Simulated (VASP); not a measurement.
# AlN (P6_3mc) in VASP: further runs, part 2 of 2

VASP 6.6.1. The steps go on from the part before.

## 4. Relaxation of cell and atoms, PBE

This run uses another cell than the first one, of 10.55 Å³/atom, 0.992 times its volume.

Contents of INCAR:

```
SYSTEM = AlN
PREC = Accurate ; ENCUT = 600
EDIFF = 1E-6 ; ISMEAR = 0
SIGMA = 0.02 ; LREAL = .FALSE.
LASPH = .TRUE. ; NELM = 100
ALGO = Normal ; ISIF = 3
LWAVE = .FALSE. ; LCHARG = .FALSE.
GGA = PE ; IBRION = 2
NSW = 60 ; EDIFFG = -0.01
LATTICE_CONSTRAINTS = .FALSE. .FALSE. .TRUE. ; KPAR = 8
```

Contents of KPOINTS:

```
regular mesh
0
G
  8 5 5
  0 0 0
```

Contents of POSCAR:

```
AlN
1.0
    3.0865822896      0.0000000000      0.0000000000
    0.0000000000      5.0002633091      0.0000000000
    0.0000000000      0.0000000000      5.4665079012
Al N
4 4
Direct
    0.0000000000      0.0000000000      0.3333333333
    0.5000000000      0.0000000000      0.8333333333
    0.5000000000      0.5000000000      0.1666666667
    0.0000000000      0.5000000000      0.6666666667
    0.0000000000      0.6220000000      0.3333333333
    0.5000000000      0.6220000000      0.8333333333
    0.5000000000      0.1220000000      0.1666666667
    0.0000000000      0.1220000000      0.6666666667
```

Run with:

```bash
> cat potpaw_PBE.64/Al/POTCAR potpaw_PBE.64/N/POTCAR > POTCAR
> mpirun -np 8 vasp_std > vasp.out
```

Run time: 93 s. Hardware: 8 MPI ranks of Intel Xeon Platinum 8488C (Sapphire Rapids), shared host; peak memory 0.28 GiB.

The run converged. Its results:

```
Free energy                            : -59.5483 eV
Relaxed volume                         : 10.51 Å³/atom
Relaxed cell                           : a = 3.087 Å, b = 5.000 Å, c = 5.447 Å, α = 90.00°, β = 90.00°, γ = 90.00°
Space group after relaxing (to 0.05 Å) : Cmc2_1 (No. 36)
Energy gained by relaxing              : 2.0 meV/atom
Ionic steps                            : 8
Pressure after relaxing                : 2.2 GPa
Largest force after relaxing           : 0.008 eV/Å
Band gap on the k mesh                 : 4.16 eV
```

Forces in eV/Å, atoms in the order of the input:
```
Al   0.000  0.001 -0.008
Al   0.000  0.001 -0.008
Al   0.000  0.001  0.008
Al   0.000  0.001  0.008
N    0.000 -0.001  0.002
N    0.000 -0.001  0.002
N    0.000 -0.001 -0.002
N    0.000 -0.001 -0.002
```

Stress tensor (GPa, compression positive):
```
 4.71  0.00  0.00
 0.00  1.84  0.00
 0.00  0.00 -0.03
```

The path:
```
step  energy change (eV)  largest force (eV/Å)  pressure (GPa)  volume (Å³)
   1              0.0000                0.3137            1.59        84.37
   2             -0.0078                0.1802            3.48        83.55
   3             -0.0153                0.0366            2.64        83.88
   4             -0.0159                0.0196            2.27        84.02
   5             -0.0159                0.0204            2.23        84.05
   6             -0.0160                0.0106            2.20        84.06
   7             -0.0160                0.0138            2.19        84.06
   8             -0.0160                0.0081            2.17        84.06
```

Final structure:
```xyz
8
Lattice="3.0866 0.0000 0.0000 0.0000 5.0003 0.0000 0.0000 0.0000 5.4468" Properties=species:S:1:pos:R:3 pbc="T T T"
Al    0.0000    0.0084    1.8197
Al    1.5433    0.0084    4.5431
Al    1.5433    2.5086    0.9037
Al    0.0000    2.5086    3.6271
N     0.0000    3.1017    1.8243
N     1.5433    3.1017    4.5477
N     1.5433    0.6016    0.8991
N     0.0000    0.6016    3.6225
```

Levels at points of the mesh, in eV from the valence-band top:
| k point | band 13 | band 14 | band 15 | band 16 | band 17 | band 18 | band 19 | band 20 |
| --- | --- | --- | --- | --- | --- | --- | --- | --- |
| (0.00, 0.00, 0.00) | -0.56 | -0.26 | -0.13 | 0.00 | 4.16 | 5.86 | 5.98 | 6.62 |
| (0.50, 0.00, 0.00) | -1.81 | -1.81 | -1.42 | -1.42 | 5.70 | 5.70 | 7.75 | 7.75 |

## 5. Electrostatic potential, PBE

This run uses another cell than the first one, of 10.51 Å³/atom, 0.988 times its volume.

Contents of INCAR:

```
SYSTEM = AlN
ALGO     = Normal         ! electronic algorithm
EDIFF    = 1E-6           ! SCF threshold, eV
ENCUT    = 520            ! plane-wave cutoff, eV
GGA      = PE             ! functional
ISIF     = 2              ! what is computed and relaxed
ISMEAR   = 0              ! smearing method
KPAR     = 8            
LASPH    = .True.         ! aspherical terms in the spheres
LCHARG   = .True.         ! write CHGCAR
LREAL    = .False.        ! projectors in reciprocal space
LVHAR    = .True.       
LWAVE    = .False.        ! write WAVECAR
NELM     = 100            ! most SCF steps
PREC     = Accurate       ! precision mode
SIGMA    = 0.02           ! smearing width, eV
```

Contents of KPOINTS:

```
k-points
0
Gamma
  8 5 5
  0 0 0
```

Contents of POSCAR:

```
AlN                                     
1.0
    3.0865822896      0.0000000000      0.0000000000
    0.0000000000      5.0002633091      0.0000000000
    0.0000000000      0.0000000000      5.4468370301
  Al              N             
     4     4
Direct
     0.0000000000000000    0.0016886125632907    0.3340862924413636
     0.5000000000000000    0.0016886125632907    0.8340862924413636
     0.5000000000000000    0.5016886125632907    0.1659137075586365
     0.0000000000000000    0.5016886125632907    0.6659137075586364
     0.0000000000000000    0.6203113874367092    0.3349264424912169
     0.5000000000000000    0.6203113874367092    0.8349264424912168
     0.5000000000000000    0.1203113874367091    0.1650735575087831
     0.0000000000000000    0.1203113874367091    0.6650735575087832
```

Potentials or basis: VASP PAW PBE potentials, release 64 (Al, N).

Run with:

```bash
> cat potpaw_PBE.64/Al/POTCAR potpaw_PBE.64/N/POTCAR > POTCAR
> mpirun -np 8 vasp_std > vasp.out
```

OUTCAR:

```text
SYSTEM = AlN
   EDIFF = 1E-6
   ENCUT = 520
   GGA = PE
   ISIF = 2
   ISMEAR = 0
   LASPH = .True.
   LREAL = .False.
   NELM = 100
   PREC = Accurate

 ion  position               nearest neighbor table
   1  0.000  0.002  0.334-   7 1.89   7 1.89   8 1.90   5 1.91   3 3.08   3 3.08   3 3.08   3 3.08
                             4 3.09   4 3.09   2 3.13   2 3.13   2 3.13   2 3.13
   2  0.500  0.002  0.834-   8 1.89   8 1.89   7 1.90   6 1.91   4 3.08   4 3.08   4 3.08   4 3.08
                             3 3.09   3 3.09   1 3.13   1 3.13   1 3.13   1 3.13
   3  0.500  0.502  0.166-   5 1.89   5 1.89   6 1.90   7 1.91   1 3.08   1 3.08   1 3.08   1 3.08
[... 816 lines left out ...]
  Total        2.5414800      1.0399132      0.0493056      0.0000000      0.0000000      0.0000000
  in kB       48.4375504     19.8194934      0.9397052      0.0000000      0.0000000      0.0000000
  external PRESSURE =      23.0655830 kB  Pullay stress =       0.0000000 kB

 VOLUME and BASIS-vectors are now :
 -----------------------------------------------------------------------------
  energy-cutoff  :      520.00
  volume of cell :       84.06
      direct lattice vectors                 reciprocal lattice vectors
     3.086582290  0.000000000  0.000000000     0.323982938  0.000000000  0.000000000
     0.000000000  5.000263309  0.000000000     0.000000000  0.199989468  0.000000000
     0.000000000  0.000000000  5.446837030     0.000000000  0.000000000  0.183592789

 POSITION                                       TOTAL-FORCE (eV/Angst)
 -----------------------------------------------------------------------------------
      0.00000      0.00844      1.81971        -0.000000      0.001554     -0.008094
      1.54329      0.00844      4.54313        -0.000000      0.001554     -0.008094
      1.54329      2.50858      0.90370        -0.000000      0.001554      0.008094
      0.00000      2.50858      3.62712        -0.000000      0.001554      0.008094
      0.00000      3.10172      1.82429        -0.000000     -0.001554      0.001373
      1.54329      3.10172      4.54771        -0.000000     -0.001554      0.001373
      1.54329      0.60159      0.89913         0.000000     -0.001554     -0.001373
      0.00000      0.60159      3.62255        -0.000000     -0.001554     -0.001373
 -----------------------------------------------------------------------------------
    total drift:                                0.000000      0.000596      0.000001

  FREE ENERGIE OF THE ION-ELECTRON SYSTEM (eV)
  ---------------------------------------------------
  free  energy   TOTEN  =       -59.5418200857 eV

  energy  without entropy=      -59.5418200857  energy(sigma->0) =      -59.54182009
```

OSZICAR:

```text
N       E                     dE             d eps       ncg     rms          rms(c)
DAV:   1     0.128301752492E+03    0.12830E+03   -0.15118E+04  1890   0.137E+03
DAV:   2    -0.587365243080E+02   -0.18704E+03   -0.17741E+03  2677   0.262E+02
DAV:   3    -0.688786046366E+02   -0.10142E+02   -0.10101E+02  2320   0.685E+01
DAV:   4    -0.689891246368E+02   -0.11052E+00   -0.11043E+00  2270   0.810E+00
DAV:   5    -0.689911470648E+02   -0.20224E-02   -0.20220E-02  2324   0.109E+00    0.172E+01
DAV:   6    -0.595560007885E+02    0.94351E+01   -0.40859E+01  2180   0.360E+01    0.602E+00
DAV:   7    -0.595618319081E+02   -0.58311E-02   -0.10018E+00  2215   0.651E+00    0.402E+00
DAV:   8    -0.595441021011E+02    0.17730E-01   -0.95422E-02  2195   0.282E+00    0.506E-01
DAV:   9    -0.595409135907E+02    0.31885E-02   -0.18337E-02  2325   0.771E-01    0.317E-01
DAV:  10    -0.595419265000E+02   -0.10129E-02   -0.36103E-03  2260   0.354E-01    0.138E-01
DAV:  11    -0.595418171906E+02    0.10931E-03   -0.42086E-04  2290   0.120E-01    0.348E-02
DAV:  12    -0.595418205575E+02   -0.33670E-05   -0.10736E-05  2238   0.259E-02    0.651E-03
DAV:  13    -0.595418200857E+02    0.47179E-06   -0.87419E-06  2305   0.165E-02
   1 F= -.59541820E+02 E0= -.59541820E+02  d E =-.152540E-11
```

It took 16 s on 8 MPI ranks of Intel Xeon Platinum 8488C (Sapphire Rapids), shared host; peak memory 0.22 GiB.

Results:

```yaml
Free_energy: -59.5418 eV
Pressure: 2.3 GPa
Largest_force: 0.008 eV/Å
Band_gap_on_the_k_mesh: 4.16 eV
```

Forces in eV/Å, atoms in the order of the input:
```
Al   0.000  0.002 -0.008
Al   0.000  0.002 -0.008
Al   0.000  0.002  0.008
Al   0.000  0.002  0.008
N    0.000 -0.002  0.001
N    0.000 -0.002  0.001
N    0.000 -0.002 -0.001
N    0.000 -0.002 -0.001
```

Stress tensor (GPa, compression positive):
```
4.84 0.00 0.00
0.00 1.98 0.00
0.00 0.00 0.09
```

Levels at points of the mesh, in eV from the valence-band top:
| k point | band 13 | band 14 | band 15 | band 16 | band 17 | band 18 | band 19 | band 20 |
| --- | --- | --- | --- | --- | --- | --- | --- | --- |
| (0.00, 0.00, 0.00) | -0.56 | -0.26 | -0.13 | 0.00 | 4.16 | 5.86 | 5.98 | 6.62 |
| (0.50, 0.00, 0.00) | -1.81 | -1.81 | -1.42 | -1.42 | 5.70 | 5.70 | 7.75 | 7.75 |

## 6. The runs side by side

```csv
task,cell,cutoff (eV),gap on the mesh (eV),pressure (GPa),largest force (eV/Å)
relaxation of cell and atoms,relaxed,600,4.16,2.2,0.01
electrostatic potential,"Cmc2_1, 10.66 Å³/atom",520,4.08,-0.4,-
electrostatic potential,"Cmc2_1, 10.51 Å³/atom",520,4.16,2.3,0.01
```

Alike in all rows: level PBE; potentials or basis VASP PAW PBE potentials, release 64 (Al, N); no spin polarisation; k mesh 8 × 5 × 5; smearing gaussian 0.02 eV.

Total energies depend on the potentials used, so only differences within one code and one set of settings carry meaning.
